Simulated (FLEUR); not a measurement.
A run of FLEUR MaX-R8.1 (later development tree) is set up as follows.

inp.xml

```xml
<?xml version="1.0" encoding="UTF-8" standalone="no"?>
<fleurInput fleurInputVersion="0.39">
   <comment>
      ZnO                                                                                                 
   </comment>
   <calculationSetup>
      <cutoffs Kmax="5.0" Gmax="15.5" GmaxXC="15.5" numbands="0"/>
      <scfLoop itmax="60" minDistance="0.00001" maxIterBroyd="15" imix="Anderson" alpha="0.05" precondParam="0.0" spinf="2.0" sdNocoIR="T"/>
      <coreElectrons ctail="T" frcor="F" kcrel="0" coretail_lmax="0"/>
      <xcFunctional name="vwn" relativisticCorrections="F"/>
      <magnetism jspins="1"/>
      <soc l_soc="F" theta="0.0" phi="0.0" spav="F"/>
      <expertModes spex="0" secvar="F"/>
      <geometryOptimization l_f="F" forcealpha="1.0" forcemix="BFGS" epsdisp="0.00001" epsforce="0.00001"/>
      <ldaU l_linMix="F" mixParam="0.05" spinf="1.0"/>
   </calculationSetup>
   <cell>
      <bzIntegration valenceElectrons="52.0" mode="hist" fermiSmearingEnergy="0.00183747">
         <kPointListSelection listName="default-1"/>
         <!-- k-points included here -->
         <xi:include xmlns:xi="http://www.w3.org/2001/XInclude" href="kpts.xml"> </xi:include>
      </bzIntegration>
      <!-- symmetry operations included here -->
      <xi:include xmlns:xi="http://www.w3.org/2001/XInclude" href="sym.xml"> </xi:include>
      <bulkLattice scale="1.0">
         <bravaisMatrix>
            <row-1>    6.1403022144717765     0.0000000000000000     0.0000000000000000</row-1>
            <row-2>   -3.0701511072358882     5.3176577046085951     0.0000000000000000</row-2>
            <row-3>    0.0000000000000000     0.0000000000000000     9.8373642943653401</row-3>
         </bravaisMatrix>
      </bulkLattice>
   </cell>
   <atomSpecies>
      <species name="Zinc (Zn)" element="Zn" atomicNumber="30">
         <mtSphere radius="1.96" gridPoints="649" logIncrement="0.019"/>
         <atomicCutoffs lmax="8" lnonsphr="8"/>
         <electronConfig flipSpins="F">
            <coreConfig>(1s1/2) (2s1/2) (2p1/2) (2p3/2)</coreConfig>
            <valenceConfig>(3s1/2) (3p1/2) (3p3/2) (4s1/2) (3d3/2) (3d5/2)</valenceConfig>
         </electronConfig>
         <energyParameters s="4" p="4" d="3" f="4"/>
         <lo type="SCLO" l="0" n="3" eDeriv="0"/>
         <lo type="SCLO" l="1" n="3" eDeriv="0"/>
         <lo type="SCLO" l="1" n="3" eDeriv="1"/>
         <lo type="HELO" l="2" n="4" eDeriv="0"/>
         <lo type="HELO" l="2" n="4" eDeriv="1"/>
         <lo type="SCLO" l="3" n="4" eDeriv="2"/>
      </species>
      <species name="Oxygen (O)" element="O" atomicNumber="8">
         <mtSphere radius="1.5" gridPoints="497" logIncrement="0.021"/>
         <atomicCutoffs lmax="8" lnonsphr="8"/>
         <electronConfig flipSpins="F">
            <coreConfig>(1s1/2)</coreConfig>
            <valenceConfig>(2s1/2) (2p1/2) (2p3/2)</valenceConfig>
            <stateOccupation state="(2p1/2)" spinUp="0.666667" spinDown="0.666667"/>
            <stateOccupation state="(2p3/2)" spinUp="1.333333" spinDown="1.333333"/>
         </electronConfig>
         <energyParameters s="2" p="2" d="3" f="4"/>
         <lo type="SCLO" l="0" n="2" eDeriv="2"/>
         <lo type="SCLO" l="1" n="2" eDeriv="2"/>
         <lo type="SCLO" l="2" n="3" eDeriv="2"/>
      </species>
   </atomSpecies>
   <atomGroups>
      <atomGroup species="Zinc (Zn)">
         <relPos label="                   1">-1.000/3.000 1.000/3.000 .0000000000</relPos>
         <relPos label="                   2">1.000/3.000 -1.000/3.000 1.000/2.000</relPos>
         <force calculate="T" relaxXYZ="TTT"/>
      </atomGroup>
      <atomGroup species="Oxygen (O)">
         <relPos label="                   3">1.000/3.000 -1.000/3.000 -.1209900000</relPos>
         <relPos label="                   4">-1.000/3.000 1.000/3.000 .3790100000</relPos>
         <force calculate="T" relaxXYZ="TTT"/>
      </atomGroup>
   </atomGroups>
   <output dos="F" band="F" slice="F">
      <checks vchk="F" cdinf="F"/>
      <bandDOS minEnergy="-.5*Htr" maxEnergy="0.5*Htr" sigma="0.015" storeEVData="T"/>
      <vacuumDOS vacdos="F" integ="F" star="F" nstars="0" locx1="0.0" locy1="0.0" locx2="0.0" locy2="0.0" nstm="0" tworkf="0.0"/>
      <unfoldingBand unfoldBand="F" supercellX="1" supercellY="1" supercellZ="1"/>
      <plotting iplot="0" polar="F">
         <plot TwoD="T" vec1="  1.0  0.0  0.0" vec2="  0.0  1.0  0.0" vec3="  0.0  0.0  1.0" zero="  0.0  0.0  0.0" file="plot"/>
      </plotting>
      <chargeDensitySlicing numkpt="0" minEigenval="0.0" maxEigenval="0.0" nnne="0" pallst="F"/>
      <specialOutput eonly="F"/>
      <moessbauerParams electricFieldGradient="T" isomerShift="T" coreHyperfine="T" valenceHyperfine="T"/>
      <magneticCircularDichroism mcd="F" energyLo="-10.0" energyUp="0.0"/>
   </output>
  <!-- We include the file relax.xml here to enable relaxations (see documentation) -->
  <xi:include xmlns:xi="http://www.w3.org/2001/XInclude" href="relax.xml"> <xi:fallback/> </xi:include>
</fleurInput>
```

crystal.txt

```
ZnO
&input cartesian=F /
3.2493080000  0.0000000000  0.0000000000
-1.6246540000  2.8139832727  0.0000000000
0.0000000000  0.0000000000  5.2057090000
1.8897261246
1.0 1.0 1.0

4
30 0.6666666666  0.3333333332  0.0000000000
30 0.3333333332  0.6666666666  0.5000000000
8 0.3333333332  0.6666666666  0.8790100000
8 0.6666666666  0.3333333332  0.3790100000

&kpt div1=9 div2=9 div3=5 gamma=T /
```

File inp.xml (bands):

```
<?xml version="1.0" encoding="UTF-8" standalone="no"?>
<fleurInput fleurInputVersion="0.39">
   <comment>
      ZnO                                                                                                 
   </comment>
   <calculationSetup>
      <cutoffs Kmax="5.0" Gmax="15.5" GmaxXC="15.5" numbands="0"/>
      <scfLoop itmax="60" minDistance="0.00001" maxIterBroyd="15" imix="Anderson" alpha="0.05" precondParam="0.0" spinf="2.0" sdNocoIR="T"/>
      <coreElectrons ctail="T" frcor="F" kcrel="0" coretail_lmax="0"/>
      <xcFunctional name="vwn" relativisticCorrections="F"/>
      <magnetism jspins="1"/>
      <soc l_soc="F" theta="0.0" phi="0.0" spav="F"/>
      <expertModes spex="0" secvar="F"/>
      <geometryOptimization l_f="F" forcealpha="1.0" forcemix="BFGS" epsdisp="0.00001" epsforce="0.00001"/>
      <ldaU l_linMix="F" mixParam="0.05" spinf="1.0"/>
   </calculationSetup>
   <cell>
      <bzIntegration valenceElectrons="52.0" mode="hist" fermiSmearingEnergy="0.00183747">
         <kPointListSelection listName="path-1"/>
         <!-- k-points included here -->
         <xi:include xmlns:xi="http://www.w3.org/2001/XInclude" href="kpts.xml"> </xi:include>
      </bzIntegration>
      <!-- symmetry operations included here -->
      <xi:include xmlns:xi="http://www.w3.org/2001/XInclude" href="sym.xml"> </xi:include>
      <bulkLattice scale="1.0">
         <bravaisMatrix>
            <row-1>    6.1403022144717765     0.0000000000000000     0.0000000000000000</row-1>
            <row-2>   -3.0701511072358882     5.3176577046085951     0.0000000000000000</row-2>
            <row-3>    0.0000000000000000     0.0000000000000000     9.8373642943653401</row-3>
         </bravaisMatrix>
      </bulkLattice>
   </cell>
   <atomSpecies>
      <species name="Zinc (Zn)" element="Zn" atomicNumber="30">
         <mtSphere radius="1.96" gridPoints="649" logIncrement="0.019"/>
         <atomicCutoffs lmax="8" lnonsphr="8"/>
         <electronConfig flipSpins="F">
            <coreConfig>(1s1/2) (2s1/2) (2p1/2) (2p3/2)</coreConfig>
            <valenceConfig>(3s1/2) (3p1/2) (3p3/2) (4s1/2) (3d3/2) (3d5/2)</valenceConfig>
         </electronConfig>
         <energyParameters s="4" p="4" d="3" f="4"/>
         <lo type="SCLO" l="0" n="3" eDeriv="0"/>
         <lo type="SCLO" l="1" n="3" eDeriv="0"/>
         <lo type="SCLO" l="1" n="3" eDeriv="1"/>
         <lo type="HELO" l="2" n="4" eDeriv="0"/>
         <lo type="HELO" l="2" n="4" eDeriv="1"/>
         <lo type="SCLO" l="3" n="4" eDeriv="2"/>
      </species>
      <species name="Oxygen (O)" element="O" atomicNumber="8">
         <mtSphere radius="1.5" gridPoints="497" logIncrement="0.021"/>
         <atomicCutoffs lmax="8" lnonsphr="8"/>
         <electronConfig flipSpins="F">
            <coreConfig>(1s1/2)</coreConfig>
            <valenceConfig>(2s1/2) (2p1/2) (2p3/2)</valenceConfig>
            <stateOccupation state="(2p1/2)" spinUp="0.666667" spinDown="0.666667"/>
            <stateOccupation state="(2p3/2)" spinUp="1.333333" spinDown="1.333333"/>
         </electronConfig>
         <energyParameters s="2" p="2" d="3" f="4"/>
         <lo type="SCLO" l="0" n="2" eDeriv="2"/>
         <lo type="SCLO" l="1" n="2" eDeriv="2"/>
         <lo type="SCLO" l="2" n="3" eDeriv="2"/>
      </species>
   </atomSpecies>
   <atomGroups>
      <atomGroup species="Zinc (Zn)">
         <relPos label="                   1">-1.000/3.000 1.000/3.000 .0000000000</relPos>
         <relPos label="                   2">1.000/3.000 -1.000/3.000 1.000/2.000</relPos>
         <force calculate="T" relaxXYZ="TTT"/>
      </atomGroup>
      <atomGroup species="Oxygen (O)">
         <relPos label="                   3">1.000/3.000 -1.000/3.000 -.1209900000</relPos>
         <relPos label="                   4">-1.000/3.000 1.000/3.000 .3790100000</relPos>
         <force calculate="T" relaxXYZ="TTT"/>
      </atomGroup>
   </atomGroups>
   <output dos="F" band="T" slice="F">
      <checks vchk="F" cdinf="F"/>
      <bandDOS minEnergy="-.5*Htr" maxEnergy="0.5*Htr" sigma="0.015" storeEVData="T"/>
      <vacuumDOS vacdos="F" integ="F" star="F" nstars="0" locx1="0.0" locy1="0.0" locx2="0.0" locy2="0.0" nstm="0" tworkf="0.0"/>
      <unfoldingBand unfoldBand="F" supercellX="1" supercellY="1" supercellZ="1"/>
      <plotting iplot="0" polar="F">
         <plot TwoD="T" vec1="  1.0  0.0  0.0" vec2="  0.0  1.0  0.0" vec3="  0.0  0.0  1.0" zero="  0.0  0.0  0.0" file="plot"/>
      </plotting>
      <chargeDensitySlicing numkpt="0" minEigenval="0.0" maxEigenval="0.0" nnne="0" pallst="F"/>
      <specialOutput eonly="F"/>
      <moessbauerParams electricFieldGradient="T" isomerShift="T" coreHyperfine="T" valenceHyperfine="T"/>
      <magneticCircularDichroism mcd="F" energyLo="-10.0" energyUp="0.0"/>
   </output>
  <!-- We include the file relax.xml here to enable relaxations (see documentation) -->
  <xi:include xmlns:xi="http://www.w3.org/2001/XInclude" href="relax.xml"> <xi:fallback/> </xi:include>
</fleurInput>
```

Potentials or basis: all-electron, FLAPW.

The run is started by

```console
$ inpgen -f crystal.txt -profile fastHighL
$ # inp.xml edited to the form shown
$ mpirun -n 4 fleur_MPI -pe_per_kpt 1
$ mpirun -n 4 fleur_MPI -pe_per_kpt 1   # second run, on inp.xml (bands)
```

Problem. Estimate the band gap on the k mesh.

Solution. 0.75 eV, direct.

Problem. Estimate the band gap along the path.

Solution. 0.75 eV, direct.

Levels at the corners of the path, in eV from the valence-band top:
| point | band 22 | band 23 | band 24 | band 25 | band 26 | band 27 | band 28 | band 29 | band 30 | band 31 |
| --- | --- | --- | --- | --- | --- | --- | --- | --- | --- | --- |
| Γ | -0.82 | -0.82 | -0.07 | 0.00 | 0.00 | 0.75 | 5.09 | 8.14 | 12.67 | 12.67 |
| M | -3.58 | -2.87 | -2.30 | -1.30 | -0.83 | 5.68 | 6.73 | 7.48 | 8.34 | 10.50 |
| K | -3.57 | -3.57 | -1.94 | -1.94 | -1.73 | 7.53 | 7.57 | 7.57 | 8.01 | 10.68 |
| Γ | -0.82 | -0.82 | -0.07 | 0.00 | 0.00 | 0.75 | 5.09 | 8.14 | 12.67 | 12.67 |
| A | -2.26 | -0.40 | -0.40 | -0.40 | -0.40 | 3.40 | 3.40 | 9.95 | 9.95 | 12.96 |
| L | -3.82 | -1.52 | -1.52 | -1.36 | -1.36 | 5.60 | 5.60 | 8.30 | 8.30 | 11.14 |
| H | -3.77 | -2.72 | -2.72 | -1.23 | -1.23 | 7.87 | 7.87 | 7.90 | 7.90 | 8.69 |
| A | -2.26 | -0.40 | -0.40 | -0.40 | -0.40 | 3.40 | 3.40 | 9.95 | 9.95 | 12.96 |
| L | -3.82 | -1.52 | -1.52 | -1.36 | -1.36 | 5.60 | 5.60 | 8.30 | 8.30 | 11.14 |
| M | -3.58 | -2.87 | -2.30 | -1.30 | -0.83 | 5.68 | 6.73 | 7.48 | 8.34 | 10.50 |
| K | -3.57 | -3.57 | -1.94 | -1.94 | -1.73 | 7.53 | 7.57 | 7.57 | 8.01 | 10.68 |
| H | -3.77 | -2.72 | -2.72 | -1.23 | -1.23 | 7.87 | 7.87 | 7.90 | 7.90 | 8.69 |

**What was measured.**

“Electronic structure of alkaline earth and post-transition metal oxides”, 2009, arxiv:0908.1581 quotes, for a bulk crystal of ZnO: band gap 3.37 eV.

A measured gap of ZnO is 3.37 eV (quoted in “Electronic structure of alkaline earth and post-transition metal oxides”, 2009, arxiv:0908.1581); the calculated 0.75 eV misses it by -2.62 eV. So large a miss can be the level of theory's own, or it may mean another phase, state or a wrong row. The value is that of LDA, without temperature or zero-point motion. Semilocal functionals fall short of measured gaps as a rule.
